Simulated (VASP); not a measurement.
Input of a VASP 6.6.1 run:

POSCAR

```
AlN
1.0
    3.0820210000      0.0000000000      0.0000000000
   -1.5410105000      2.6691084810      0.0000000000
    0.0000000000      0.0000000000      4.9568850000
Al N
2 2
Direct
    0.3333333333      0.6666666667      0.0000000000
    0.6666666667      0.3333333333      0.5000000000
    0.3333333333      0.6666666667      0.3810480000
    0.6666666667      0.3333333333      0.8810480000
```

File INCAR.step1:

```
SYSTEM = AlN
ALGO = Fast ; EDIFF = 1E-8
EDIFFG = -0.002 ; ENCUT = 600
IBRION = 2 ; ISIF = 3
ISMEAR = 0 ; LASPH = .True.
LCHARG = .False. ; LREAL = .False.
LWAVE = .False. ; NELM = 80
NSW = 40 ; PREC = Accurate
SIGMA = 0.05
```

File INCAR.step2:

```
SYSTEM = AlN
ALGO = Fast ; EDIFF = 1E-8
ENCUT = 600 ; IBRION = 8
ISIF = 2 ; ISMEAR = 0
LASPH = .True. ; LCHARG = .False.
LREAL = .False. ; LWAVE = .False.
NELM = 80 ; NSW = 1
PREC = Accurate ; SIGMA = 0.05
```

File KPOINTS:

```
k-points
0
Gamma
  9 9 6
  0 0 0
```

Potentials or basis: VASP PAW LDA potentials, release 64 (Al, N).

The run is started by

```sh
$ cat potpaw_LDA.64/Al/POTCAR potpaw_LDA.64/N/POTCAR > POTCAR
$ cp INCAR.step1 INCAR
$ mpirun -np 1 vasp_std > vasp.out
$ cp CONTCAR POSCAR
$ cp INCAR.step2 INCAR
$ mpirun -np 1 vasp_std > vasp.out
```

Question: Predict the highest phonon frequency at Γ, LO-TO splitting left out.

Answer: 732 cm⁻¹.

Question: What does it give for the relaxed volume?

Answer: 10.24 Å³/atom.

Final structure:
```xyz
4
Lattice="3.0913 0.0000 0.0000 -1.5457 2.6772 0.0000 0.0000 0.0000 4.9478" Properties=species:S:1:pos:R:3 pbc="T T T"
Al    0.0000    1.7848    4.9455
Al    1.5457    0.8924    2.4716
N     0.0000    1.7848    1.8876
N     1.5457    0.8924    4.3615
```
